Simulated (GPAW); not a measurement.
# CdSe (Cadmoselite) (P6_3mc) in GPAW: relaxation of cell and atoms with r4SCAN

Aim: the relaxation of cell and atoms of CdSe (Cadmoselite) with r4SCAN.

Program: GPAW 26.7.0. These are calculated values, not measurements. Logs are shortened: lines on timing, memory, paths and dates and some standing lists are left out, and cuts for length are marked. The log counts tension as positive stress, the text compression.

## Step 1: The structure

It takes space group P6_3mc (No. 186, hexagonal). Conventional cell: a = 4.300 Å, b = 4.300 Å, c = 7.020 Å, α = 90.00°, β = 90.00°, γ = 120.00°. Cd (site symmetry 3m) is surrounded by 4 Se at 2.61 to 2.70 Å. Se (site symmetry 3m) is surrounded by 4 Cd at 2.61 to 2.70 Å.

## Step 2: Relaxation of cell and atoms, r4SCAN

run.py

```python
from ase.filters import FrechetCellFilter
from ase.io import read, write
from ase.optimize import BFGS
from gpaw import GPAW, PW

atoms = read('CdSe.xyz')

calc = GPAW(mode=PW(600),
            xc='MGGA_X_R4SCAN+MGGA_C_R2SCAN',
            kpts={'size': (5, 5, 3), 'gamma': True},
            occupations={'name': 'fermi-dirac', 'width': 0.05},
            nbands=31,
            convergence={'density': 1e-06, 'energy': 1e-06, 'eigenstates': 1e-10},
            maxiter=150,
            txt='gpaw.txt')
atoms.calc = calc
opt = BFGS(FrechetCellFilter(atoms), trajectory='relax.traj', logfile='-')
done = opt.run(fmax=0.05, steps=40)
calc.write('gs.gpw')
write('result.traj', atoms)
print('Converged:', done)
print('Cell:', atoms.cell.cellpar().round(4))
print('Volume:', round(atoms.get_volume(), 4))
print(atoms.get_scaled_positions().round(5))
```

CdSe.xyz

```xyz
4
Lattice="4.3000000000 0.0000000000 0.0000000000 -2.1500000000 3.7239092363 0.0000000000 0.0000000000 0.0000000000 7.0200000000" Properties=species:S:1:pos:R:3 pbc="T T T"
Cd     2.1500000002      1.2413030786      3.5100000000
Cd    -0.0000000002      2.4826061577      0.0000000000
Se     2.1500000002      1.2413030786      6.2127000000
Se    -0.0000000002      2.4826061577      2.7027000000
```

Potentials or basis: GPAW PAW data sets (gpaw-data 1.2.1), pw.

Launch:

```sh
> OMP_NUM_THREADS=1 python run.py
```

gpaw.txt:

```text
__  _  _
 | _ |_)|_||  |
 |__||  | ||/\| - 26.7.0

Input parameters:
  mode=PW(ecut=600.0),
  convergence={'density': 1e-06, 'energy': 1e-06, 'eigenstates': 1e-10},
  kpts=MonkhorstPack(size=(5, 5, 3), gamma=True),
  maxiter=150,
  nbands=31,
  occupations=Occupations(name='fermi-dirac', width=0.05),
  xc=XC(name='MGGA_X_R4SCAN+MGGA_C_R2SCAN')

Diagonalizing LCAO Hamiltonian
Converting LCAO to pw mode

            Se

        Se  Cd

        Cd

Atoms  # Å, Bohr magnetons
|   | symbol |         x |        y |        z |    initial magnetic moments |
|---|--------|-----------|----------|----------|-----------------------------|
| 0 |     Cd |  2.150000 | 1.241303 | 3.510000 | ( 0.0000,  0.0000,  0.0000) |
| 1 |     Cd | -0.000000 | 2.482606 | 0.000000 | ( 0.0000,  0.0000,  0.0000) |
| 2 |     Se |  2.150000 | 1.241303 | 6.212700 | ( 0.0000,  0.0000,  0.0000) |
| 3 |     Se | -0.000000 | 2.482606 | 2.702700 | ( 0.0000,  0.0000,  0.0000) |

Unit cell  # Å
| periodic |         x |        y |        z |  lengths |     angles |
|----------|-----------|----------|----------|----------|------------|
|      yes |  4.300000 | 0.000000 | 0.000000 | 4.300000 |  90.000000 |
|      yes | -2.150000 | 3.723909 | 0.000000 | 4.300000 |  90.000000 |
|      yes |  0.000000 | 0.000000 | 7.020000 | 7.020000 | 120.000000 |

Number of symmetries: 6
Symmetry operations  # r_c * U_cc + t_c -> r_c
|   | kind |            matrix            |
|---|------|------------------------------|
| 0 |  σ   |  1, 1, 0,  0,-1, 0,  0, 0, 1 |
| 1 |  E   |  1, 0, 0,  0, 1, 0,  0, 0, 1 |
| 2 |  C3  |  0, 1, 0, -1,-1, 0,  0, 0, 1 |
| 3 |  σ   |  0,-1, 0, -1, 0, 0,  0, 0, 1 |
| 4 |  σ   | -1, 0, 0,  1, 1, 0,  0, 0, 1 |
| 5 |  C3  | -1,-1, 0,  1, 0, 0,  0, 0, 1 |
[... 192 lines left out ...]
Gap: 1.056 eV
Transition (v -> c):
  (s=0, k=0, n=17, [0.00, 0.00, 0.00]) -> (s=0, k=0, n=18, [0.00, 0.00, 0.00])
No difference between direct/indirect transitions

Stress tensor  # eV/Ang^3
|         x |         y |        z |
|-----------|-----------|----------|
| -0.010036 |  0.000000 | 0.000000 |
| -0.000000 | -0.010036 | 0.000000 |
|  0.000000 |  0.000000 | 0.002663 |

Forces  # eV/Ang
|       x |        y |        z |
|---------|----------|----------|
| 0.00000 |  0.00000 |  0.27464 |  # Cd   0
| 0.00000 |  0.00000 |  0.27465 |  # Cd   1
| 0.00000 | -0.00000 | -0.30087 |  # Se   2
| 0.00000 |  0.00000 | -0.30088 |  # Se   3

Interpolating wave functions to new cell

            Se

        Se  Cd

        Cd

Atoms  # Å, Bohr magnetons
|   | symbol |         x |        y |        z |    initial magnetic moments |
|---|--------|-----------|----------|----------|-----------------------------|
| 0 |     Cd |  2.152167 | 1.242554 | 3.512984 | ( 0.0000,  0.0000,  0.0000) |
| 1 |     Cd | -0.000000 | 2.485108 | 0.003922 | ( 0.0000,  0.0000,  0.0000) |
| 2 |     Se |  2.152167 | 1.242554 | 6.206743 | ( 0.0000,  0.0000,  0.0000) |
| 3 |     Se | -0.000000 | 2.485108 | 2.697681 | ( 0.0000,  0.0000,  0.0000) |
[... 150 lines left out ...]
SCF iterations
|iter     | |      energy | eigst |  dens |
|---------|-|-------------|-------|-------|
|iter:   1| |  -91.179258 | -0.71 |       |
|iter:   2| |  -76.973820 | -1.01 | -1.62 |
|iter:   3| |  -76.980252 | -2.52 | -2.21 |
|iter:   4| |  -76.977672 | -3.75 | -2.28 |
|iter:   5| |  -76.976335 | -4.01 | -2.48 |
|iter:   6| |  -76.976345 | -4.55 | -2.87 |
|iter:   7| |  -76.976363c| -5.27 | -3.19 |
|iter:   8| |  -76.976364c| -6.21 | -3.52 |
|iter:   9| |  -76.976365c| -6.67 | -3.79 |
|iter:  10| |  -76.976365c| -7.91 | -4.04 |
|iter:  11| |  -76.976365c| -8.39 | -4.11 |
|iter:  12| |  -76.976365c| -7.88 | -4.18 |
|iter:  13| |  -76.976365c| -7.87 | -4.58 |
|iter:  14| |  -76.976365c| -9.08 | -5.21 |
|iter:  15| |  -76.976365c|-10.11c| -5.81 |
|iter:  16| |  -76.976365c|-11.12c| -6.50c|

Converged in 16 steps
Energy contributions relative to reference atoms: (reference = -436553.300934)

Energy contributions:
  Kinetic:          58.393247
  Coulomb:         -52.188146
  Zero:             -0.229801
  External:          0.000000
  Xc:              -82.951664
  Entropy:          -0.000001
  Spinorbit:         0.000000
  ----------------------------
  Free energy:     -76.976365
  Extrapolated:    -76.976365
[... 28 lines left out ...]
Gap: 1.049 eV
Transition (v -> c):
  (s=0, k=0, n=17, [0.00, 0.00, 0.00]) -> (s=0, k=0, n=18, [0.00, 0.00, 0.00])
No difference between direct/indirect transitions

Stress tensor  # eV/Ang^3
|         x |         y |        z |
|-----------|-----------|----------|
| -0.008515 |  0.000000 | 0.000000 |
|  0.000000 | -0.008515 | 0.000000 |
|  0.000000 |  0.000000 | 0.002001 |

Forces  # eV/Ang
|       x |        y |        z |
|---------|----------|----------|
| 0.00000 | -0.00000 |  0.23746 |  # Cd   0
| 0.00000 |  0.00000 |  0.23748 |  # Cd   1
| 0.00000 |  0.00000 | -0.25746 |  # Se   2
| 0.00000 |  0.00000 | -0.25749 |  # Se   3
[... 10 lines left out ...]
Atoms  # Å, Bohr magnetons
|   | symbol |         x |        y |        z |    initial magnetic moments |
|---|--------|-----------|----------|----------|-----------------------------|
| 0 |     Cd |  2.164953 | 1.249936 | 3.531523 | ( 0.0000,  0.0000,  0.0000) |
| 1 |     Cd | -0.000000 | 2.499873 | 0.027345 | ( 0.0000,  0.0000,  0.0000) |
| 2 |     Se |  2.164953 | 1.249936 | 6.172709 | ( 0.0000,  0.0000,  0.0000) |
| 3 |     Se | -0.000000 | 2.499873 | 2.668526 | ( 0.0000,  0.0000,  0.0000) |

Unit cell  # Å
| periodic |         x |         y |         z |  lengths |     angles |
|----------|-----------|-----------|-----------|----------|------------|
|      yes |  4.329907 | -0.000000 |  0.000000 | 4.329907 |  90.000000 |
|      yes | -2.164953 |  3.749809 | -0.000000 | 4.329907 |  90.000000 |
|      yes |  0.000000 | -0.000000 |  7.008360 | 7.008360 | 120.000000 |

Number of symmetries: 6
Symmetry operations  # r_c * U_cc + t_c -> r_c
|   | kind |            matrix            |
|---|------|------------------------------|
| 0 |  σ   |  1, 1, 0,  0,-1, 0,  0, 0, 1 |
| 1 |  E   |  1, 0, 0,  0, 1, 0,  0, 0, 1 |
| 2 |  C3  |  0, 1, 0, -1,-1, 0,  0, 0, 1 |
| 3 |  σ   |  0,-1, 0, -1, 0, 0,  0, 0, 1 |
| 4 |  σ   | -1, 0, 0,  1, 1, 0,  0, 0, 1 |
| 5 |  C3  | -1,-1, 0,  1, 0, 0,  0, 0, 1 |
[... 381 lines left out ...]
SCF iterations
|iter     | |      energy | eigst |  dens |
|---------|-|-------------|-------|-------|
|iter:   1| |  -91.230883 | -0.76 |       |
|iter:   2| |  -76.986354 | -1.02 | -1.60 |
|iter:   3| |  -76.994247 | -2.53 | -2.49 |
|iter:   4| |  -76.994057 | -3.91 | -2.64 |
|iter:   5| |  -76.993744 | -4.49 | -2.81 |
|iter:   6| |  -76.993739 | -5.15 | -3.12 |
|iter:   7| |  -76.993746c| -5.92 | -3.38 |
|iter:   8| |  -76.993750c| -6.72 | -3.62 |
|iter:   9| |  -76.993752c| -7.08 | -3.77 |
|iter:  10| |  -76.993752c| -8.21 | -3.90 |
|iter:  11| |  -76.993752c| -8.71 | -3.95 |
|iter:  12| |  -76.993751c| -7.55 | -4.01 |
|iter:  13| |  -76.993751c| -7.78 | -4.49 |
|iter:  14| |  -76.993751c| -9.09 | -5.21 |
|iter:  15| |  -76.993751c|-10.15c| -5.90 |
|iter:  16| |  -76.993751c|-10.15c| -6.42c|

Converged in 16 steps
Energy contributions relative to reference atoms: (reference = -436553.300934)

Energy contributions:
  Kinetic:          56.762791
  Coulomb:         -50.864123
  Zero:             -0.231260
  External:          0.000000
  Xc:              -82.661157
  Entropy:          -0.000002
  Spinorbit:         0.000000
  ----------------------------
  Free energy:     -76.993752
  Extrapolated:    -76.993751
[... 33 lines left out ...]
Stress tensor  # eV/Ang^3
|         x |         y |         z |
|-----------|-----------|-----------|
| -0.000568 |  0.000000 | -0.000000 |
|  0.000000 | -0.000568 |  0.000000 |
|  0.000000 |  0.000000 | -0.002452 |

Forces  # eV/Ang
|       x |       y |       z |
|---------|---------|---------|
| 0.00000 | 0.00000 | 0.01029 |  # Cd   0
| 0.00000 | 0.00000 | 0.01025 |  # Cd   1
| 0.00000 | 0.00000 | 0.01459 |  # Se   2
| 0.00000 | 0.00000 | 0.01464 |  # Se   3

Interpolating wave functions to new cell

            Se

            Cd
        Se

        Cd

Atoms  # Å, Bohr magnetons
|   | symbol |         x |        y |        z |    initial magnetic moments |
|---|--------|-----------|----------|----------|-----------------------------|
| 0 |     Cd |  2.164245 | 1.249527 | 3.532939 | ( 0.0000,  0.0000,  0.0000) |
| 1 |     Cd | -0.000000 | 2.499054 | 0.025704 | ( 0.0000,  0.0000,  0.0000) |
| 2 |     Se |  2.164245 | 1.249527 | 6.180947 | ( 0.0000,  0.0000,  0.0000) |
| 3 |     Se | -0.000000 | 2.499054 | 2.673712 | ( 0.0000,  0.0000,  0.0000) |

Unit cell  # Å
| periodic |         x |         y |        z |  lengths |     angles |
|----------|-----------|-----------|----------|----------|------------|
|      yes |  4.328489 | -0.000000 | 0.000000 | 4.328489 |  90.000000 |
|      yes | -2.164245 |  3.748581 | 0.000000 | 4.328489 |  90.000000 |
|      yes |  0.000000 |  0.000000 | 7.014471 | 7.014471 | 120.000000 |

Number of symmetries: 6
Symmetry operations  # r_c * U_cc + t_c -> r_c
|   | kind |            matrix            |
|---|------|------------------------------|
| 0 |  σ   |  1, 1, 0,  0,-1, 0,  0, 0, 1 |
| 1 |  E   |  1, 0, 0,  0, 1, 0,  0, 0, 1 |
| 2 |  C3  |  0, 1, 0, -1,-1, 0,  0, 0, 1 |
| 3 |  σ   |  0,-1, 0, -1, 0, 0,  0, 0, 1 |
| 4 |  σ   | -1, 0, 0,  1, 1, 0,  0, 0, 1 |
| 5 |  C3  | -1,-1, 0,  1, 0, 0,  0, 0, 1 |
[... 199 lines left out ...]
Stress tensor  # eV/Ang^3
|         x |         y |         z |
|-----------|-----------|-----------|
| -0.000575 | -0.000000 | -0.000000 |
|  0.000000 | -0.000575 |  0.000000 |
| -0.000000 |  0.000000 | -0.001932 |

Forces  # eV/Ang
|        x |        y |       z |
|----------|----------|---------|
|  0.00000 |  0.00000 | 0.01819 |  # Cd   0
| -0.00000 |  0.00000 | 0.01814 |  # Cd   1
|  0.00000 |  0.00000 | 0.00344 |  # Se   2
| -0.00000 | -0.00000 | 0.00350 |  # Se   3

Interpolating wave functions to new cell

            Se

            Cd
        Se
[... 227 lines left out ...]
Stress tensor  # eV/Ang^3
|         x |         y |         z |
|-----------|-----------|-----------|
| -0.000129 | -0.000000 |  0.000000 |
|  0.000000 | -0.000129 |  0.000000 |
|  0.000000 |  0.000000 | -0.000631 |

Forces  # eV/Ang
|        x |        y |        z |
|----------|----------|----------|
|  0.00000 |  0.00000 |  0.02675 |  # Cd   0
| -0.00000 |  0.00000 |  0.02677 |  # Cd   1
| -0.00000 | -0.00000 | -0.01326 |  # Se   2
| -0.00000 |  0.00000 | -0.01329 |  # Se   3

# Writing to gs.gpw (mode='')
```

It took 6.7 min on 1 thread of Intel Xeon Platinum 8488C (Sapphire Rapids), shared host; peak memory 0.87 GiB.

Results:

| Property | Result |
| --- | --- |
| Free energy | -76.9942 eV |
| Relaxed volume | 28.52 Å³/atom |
| Relaxed cell | a = 4.330 Å, b = 4.330 Å, c = 7.025 Å, α = 90.00°, β = 90.00°, γ = 120.00° |
| Space group after relaxing (to 0.05 Å) | P6_3mc (No. 186) |
| Energy gained by relaxing | 6.1 meV/atom |
| Ionic steps | 6 |
| Pressure after relaxing | 0.0 GPa |
| Largest force after relaxing | 0.027 eV/Å |
| Band gap on the k mesh | 1.00 eV, direct |

Forces on the atoms (eV/Å):
```
Cd   0.000  0.000  0.027
Cd   0.000  0.000  0.027
Se   0.000  0.000 -0.013
Se   0.000  0.000 -0.013
```

Stress tensor (GPa, compression positive):
```
0.02 0.00 0.00
0.00 0.02 0.00
0.00 0.00 0.10
```

Step by step:
| step | energy change (eV) | largest force (eV/Å) | pressure (GPa) | volume (Å³) |
| --- | --- | --- | --- | --- |
| 1 | 0.0000 | 0.3009 | 0.93 | 112.41 |
| 2 | -0.0066 | 0.2575 | 0.80 | 112.61 |
| 3 | -0.0238 | 0.0383 | 0.18 | 113.79 |
| 4 | -0.0240 | 0.0146 | 0.19 | 113.76 |
| 5 | -0.0242 | 0.0182 | 0.16 | 113.81 |
| 6 | -0.0245 | 0.0268 | 0.05 | 114.06 |

Final structure:
```
Cd Se
1.0
     4.32984    0.00000    0.00000
    -2.16492    3.74975    0.00000
     0.00000    0.00000    7.02534
Cd Se
2 2
Direct
  0.66667 0.33333 0.50379
  0.33333 0.66667 0.00379
  0.66667 0.33333 0.88137
  0.33333 0.66667 0.38137
```

Caveat: later steps reuse the first step's grids; the PAW data sets were made with another functional, which shifts forces and pressure a little. Zero-point motion and thermal expansion aren't in these numbers.
